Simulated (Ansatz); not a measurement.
## K(001): from terraces to steps

All numbers below come from DFT PBE, scalar-relativistic, plane waves, PAW (Ansatz).

Cutoff 420 eV, Γ-centred meshes of like density (1×6×1 for the 24-atom cell), Gaussian smearing of 0.10 eV, energies at zero smearing and 0 K, each start's symmetry kept, no spin polarisation.

A (001) slab of relaxed bulk K (Im-3m, 73.68 Å³/atom, gap on the mesh 0.00 eV), 4 planes in a 6×1 cell with the lowest 2 held; added atoms sit on lattice sites of the next plane. A dipole correction is on. The surface energy is the mean of the held and the free face; step energies are per length and the mean of the stripe's two steps, which run along the shortest translation of the plane; step and island energies count from the flat slab and bulk atoms.

The flat slab gives a surface energy of 0.12 J/m² (7.4 meV/Å²); planes follow at h = 2.64 Å, and an atom takes 27.90 Å² of its plane.

Task: Estimate the step energy β from the surface energy and compare with the stripes.

Result: A step opens a strip of height h, so a first guess is γh = 7.4 × 2.64 = 19 meV/Å. Computed: 4 meV/Å for the stripe 2 surface cells wide, 5 meV/Å for the stripe 3 surface cells wide, 0.22 and 0.24 of the guess. The step costs less than a free strip of the same face. The two widths agree within 1 meV/Å. A vicinal face tilted by θ holds tan θ/h steps per length, so its energy per terrace area is γ + (β/h) tan θ for far-apart steps, with β/h = 0.03 J/m².

Slabs of three or four planes are thin, so both faces still feel each other.

Small energy differences in metals hang on the k mesh (about 10 mJ/m² or 1 to 2 meV/atom on the mesh of the relaxation).

Cost: 3 runs of about 99 core-minutes in all, on Arm Neoverse N1 (shared hosts).